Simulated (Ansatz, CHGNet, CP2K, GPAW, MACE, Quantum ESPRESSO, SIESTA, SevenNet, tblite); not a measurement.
## Finding the fault: SIESTA, generalised stacking fault on (111) (shuffle set) of a GaAs-GaSb solid solution (48 atoms)

Program: SIESTA 5.4.2, a calculation on a cell of 24 Ga, 10 Sb and 14 As, 25.0 Å³ an atom.

Contents of input.fdf:

```
SystemLabel cell
NumberOfAtoms 48
NumberOfSpecies 3
%block ChemicalSpeciesLabel
  1 31 Ga
  2 51 Sb
  3 33 As
%endblock ChemicalSpeciesLabel
LatticeConstant 1.0 Ang
%block LatticeVectors
  8.26650 0.00000 0.00000
  0.00000 7.15900 0.00000
  3.09994 0.00000 20.24871
%endblock LatticeVectors
PAO.BasisSize DZP
PAO.EnergyShift 0.01 Ry
XC.Functional GGA
XC.Authors PBE
MeshCutoff 300
%block kgrid_Monkhorst_Pack
  1 0 0 0.0
  0 1 0 0.0
  0 0 1 0.0
%endblock kgrid_Monkhorst_Pack
SolutionMethod diagon
OccupationFunction FD
ElectronicTemperature 580 K
SCF.Mixer.Method Pulay
SCF.Mixer.Weight 0.05
SCF.Mixer.History 8
SCF.Mix Hamiltonian
MaxSCFIterations 60
SCF.DM.Tolerance 1e-04
SCF.H.Tolerance 1.0e-3 eV
WriteForces T
Write.HirshfeldPop T
Write.VoronoiPop T
Write.DM F
Write.H F
XML.Write F
AtomicCoordinatesFormat Fractional
%block AtomicCoordinatesAndAtomicSpecies
  0.40003 0.49664 0.93738 1
  0.72514 0.50015 0.06298 2
  0.70648 0.82628 0.10505 1
  0.66191 0.83131 0.23009 3
  0.90172 0.50263 0.93830 1
  0.22930 0.49675 0.06160 3
  0.20864 0.82587 0.10497 1
  0.16609 0.83822 0.22843 3
  0.14734 0.00272 0.93821 1
  0.47719 0.99859 0.06404 3
[... 34 atom lines left out ...]
  0.71123 0.66531 0.77191 1
  0.66155 0.66783 0.89589 3
  0.96083 0.16547 0.76938 1
  0.91386 0.16136 0.89587 2
%endblock AtomicCoordinatesAndAtomicSpecies
```

Run with:

```sh
> OMP_NUM_THREADS=1 siesta < input.fdf > output.txt
```

Output:

```text
Version         : 5.4.2
reinit: System Name:
reinit: System Label: cell
initatom: Reading input for the pseudopotentials and atomic orbitals ----------
Species number:   1 Atomic number:   31 Label: Ga
Species number:   2 Atomic number:   51 Label: Sb
Species number:   3 Atomic number:   33 Label: As
Ground state valence configuration (from tables):   4s02  4p01  4d00  4f00
Ground state valence configuration (from tables):   5s02  5p03  5d00  4f00
Ground state valence configuration (from tables):   4s02  4p03  4d00  4f00
---- Processing specs for species: Ga
GGA--PBE XC_GGA_X_PBE--XC_GGA_C_PBE pb
Semicore shell(s) with 10 electrons included in the valence for Ga
---- Processing specs for species: Sb
GGA--PBE XC_GGA_X_PBE--XC_GGA_C_PBE pb
Semicore shell(s) with 10 electrons included in the valence for Sb
---- Processing specs for species: As
GGA--PBE XC_GGA_X_PBE--XC_GGA_C_PBE pb
Semicore shell(s) with 10 electrons included in the valence for As
Semicore shell(s): 3d
Fallback to non-perturbative polarization scheme for Ga
Please see the manual if this is not desired in principle
Semicore shell(s): 4d
Fallback to non-perturbative polarization scheme for Sb
Please see the manual if this is not desired in principle
Semicore shell(s): 3d
Fallback to non-perturbative polarization scheme for As
Please see the manual if this is not desired in principle
Ga pseudopotential only contains V_ls up to l=2 -- lmxkb reset.
Sb pseudopotential only contains V_ls up to l=2 -- lmxkb reset.
As pseudopotential only contains V_ls up to l=2 -- lmxkb reset.
Using PAO.SplitTailNorm
%block ChemicalSpeciesLabel
    1   31 Ga                      # Species index, atomic number, species label
    2   51 Sb                      # Species index, atomic number, species label
    3   33 As                      # Species index, atomic number, species label
%endblock ChemicalSpeciesLabel
%block PAO.Basis                 # Define Basis set
Ga                    4                    # Species label, number of l-shells
 n=4   0   2                         # n, l, Nzeta
   5.761      4.135
   1.000      1.000
 n=4   1   2                         # n, l, Nzeta
   7.969      5.866
[...]
n=3   2   1                         # n, l, Nzeta
   3.094
   1.000
[...]
7.969
[...]
Sb                    4                    # Species label, number of l-shells
[...]
As                    4                    # Species label, number of l-shells
[...]
6.330      4.543
   1.000      1.000
 n=3   2   1                         # n, l, Nzeta
[...]
n=4   2   1                         # n, l, Nzeta
   6.330
   1.000
%endblock PAO.Basis
coor:   Atomic-coordinates input format  =     Fractional
siesta: System type = bulk
initatomlists: Number of atoms, orbitals, and projectors:     48   864   864
siesta: ******************** Simulation parameters ****************************
```

The job ended after 0.81 s (1 thread of Arm Neoverse V1, shared host; peak memory 0.11 GiB).

Banners, paths, timers and routine set-up lines are dropped from the logs unmarked, and long logs keep their key lines alone; longer cuts are marked.

**Question.** Which part of the input is at fault, and how is it mended?

A unit left out: MeshCutoff 300 Ry written as MeshCutoff 300. Mend: write MeshCutoff 300 Ry in place of MeshCutoff 300.

The program stopped at the start.

[Also dropped from logs without a mark: logging warnings of Python, and SIESTA's first energy breakdown and zero terms.]

[Logs are printed without paths, hosts, clocks, repeated set-up lines and the standing remarks that a program may print on its own settings, such as how far it seeks lower states.]

[Hosts, paths, dates, database ids (printed as entryN), source tags and the programs' standing remarks are cut or masked in the printed files.]
